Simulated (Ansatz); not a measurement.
## diamond against fcc along group 13

Theory: Ansatz, DFT, RPBE, plane waves (420 eV) with PAW, scalar-relativistic. The PAW files were generated under PBE, with cores re-solved for the functional.

Each structure is relaxed within its symmetry, in the lowest magnetic state of the tried starts. Differences under about 8 meV lie within the error of the k-point mesh.

```json
{"element": "B", "E(diamond) − E(fcc) (meV/atom)": "-419", "V(diamond) (Å³/atom)": "8.47", "V(fcc) (Å³/atom)": "5.98", "state of diamond": "spin not included", "state of fcc": "spin not included"}
{"element": "Al", "E(diamond) − E(fcc) (meV/atom)": "729", "V(diamond) (Å³/atom)": "28.34", "V(fcc) (Å³/atom)": "16.79", "state of diamond": "spin not included", "state of fcc": "spin not included"}
{"element": "Ga", "E(diamond) − E(fcc) (meV/atom)": "243", "V(diamond) (Å³/atom)": "26.62", "V(fcc) (Å³/atom)": "19.68", "state of diamond": "spin not included", "state of fcc": "spin not included"}
{"element": "In", "E(diamond) − E(fcc) (meV/atom)": "310", "V(diamond) (Å³/atom)": "40.53", "V(fcc) (Å³/atom)": "28.78", "state of diamond": "spin not included", "state of fcc": "spin not included"}
{"element": "Tl", "E(diamond) − E(fcc) (meV/atom)": "299", "V(diamond) (Å³/atom)": "49.27", "V(fcc) (Å³/atom)": "33.51", "state of diamond": "spin not included", "state of fcc": "spin not included"}
```
